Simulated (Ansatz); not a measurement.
## Charge transition levels of the H interstitial in WS2, term by term

Level of theory: DFT PBE, scalar-relativistic, plane waves, PAW in Ansatz. Settings: 420 eV cutoff, 4×3×4 k-mesh, Gaussian smearing of 0.01 eV, collinear spin in charge 0 alone.

Host crystal, relaxed:

```
W S
1.0
     1.59387    0.92022    7.47444
    -1.59387    0.92022    7.47444
     0.00000   -1.84045    7.47444
W S
1 2
Direct
  0.00068 0.00068 0.00068
  0.40407 0.40407 0.40407
  0.26395 0.26395 0.26395
```

The H interstitial was set at (0.812, 0.844, 0.844) of the host cell, in a supercell of 15 sites (329 Å³), relaxed at fixed cell in each charge q. In charges +1, 0, -1 some atom moved by up to 2.0 Å, so the relaxed defect can differ in kind from the start: near the site, 2 S at 2.81 Å, 1 S at 2.82 Å, 3 S at 2.87 Å became 1 S at 1.37 Å, 3 W at 3.40 Å, 2 S at 3.42 Å, 1 S at 3.44 Å, 1 S at 3.45 Å (charge +1); 1 S at 1.43 Å, 1 S at 2.52 Å, 1 S at 2.54 Å, 1 W at 3.10 Å, 1 W at 3.11 Å (charge 0); 1 S at 1.47 Å, 1 S at 2.41 Å, 1 S at 2.44 Å, 1 W at 3.10 Å, 1 W at 3.12 Å (charge -1). The host's Kohn–Sham gap is 1.64 eV and its static dielectric constant 8.8 (mean). For each charge: the supercell's free energy over the neutral one with q electrons exchanged at the valence band top, F(q) − F(0) + qE_v; the image-charge term; and the term that aligns the potential far from the defect with the host's.

Spin-orbit coupling is left out, which matters for the bands and energies of heavy elements.

```csv
q,F(q) − F(0) + qE_v (eV),image charge (eV),alignment (eV)
+1,-1.398,0.280,-0.150
0,0.000,0.000,0.000
-1,1.160,0.280,-0.548
```

Problem. Add the terms and find the levels between neighbouring charges, ε(q/q′) = [A(q′) − A(q)]/(q − q′), with and without the two corrections.

Solution. A(q): -1.269 eV for +1, 0.000 eV for 0, 0.891 eV for -1.
```csv
level,corrected (eV over E_v),uncorrected (eV)
(+1/0),1.27,1.40
(0/-1),0.89,1.16
```

As a check, a point charge in a simple cubic cell of this volume has q²αe²/(2εL) = 0.336 q² eV (e² = 14.40 eV Å, α = 2.837, L = 6.90 Å); the shape of the real cell and the anisotropy of ε can change it somewhat. The term grows as q², so it pushes donor levels down and acceptor levels up. The program doubts the alignment for q = +1, -1, so levels beside it are uncertain by about that term.

Problem. Which of these charges is lowest with the Fermi level at the valence band top, at mid-gap and at the conduction band bottom?

Solution. The line A(q) + qE_F that lies lowest gives the charge: +1 at E_F = 0.00 eV, +1 at E_F = 0.82 eV, -1 at E_F = 1.64 eV. The level (+1/0) lies above (0/-1), so charge 0 is never the lowest: a negative-U pattern, with a direct (+1/-1) level at 1.08 eV. Charges beyond those computed could lie lower near the band edges.

Problem. The neutral defect forms at 1.85 eV with atoms taken from and returned to the elements. What are the formation energies at those three Fermi levels, and what share of sites would hold the defect at 1200 K with E_F at mid-gap, if the host still stood at that temperature?

Solution. E_f = E_f(0) + A(q) + qE_F = 0.58, 1.40, 1.10 eV. In the dilute limit the share is exp(−E_f/k_BT) = exp(−1.396/0.1034) = 1.4×10⁻⁶, leaving out degeneracy and vibrational entropy. This is the H-rich limit; a poorer supply of H, or a competing compound of it, raises E_f. The small cell and the narrow Kohn–Sham gap leave errors of tenths of an eV or more, which change the share by orders of magnitude.

This form isn't the usual stable structure of the compound.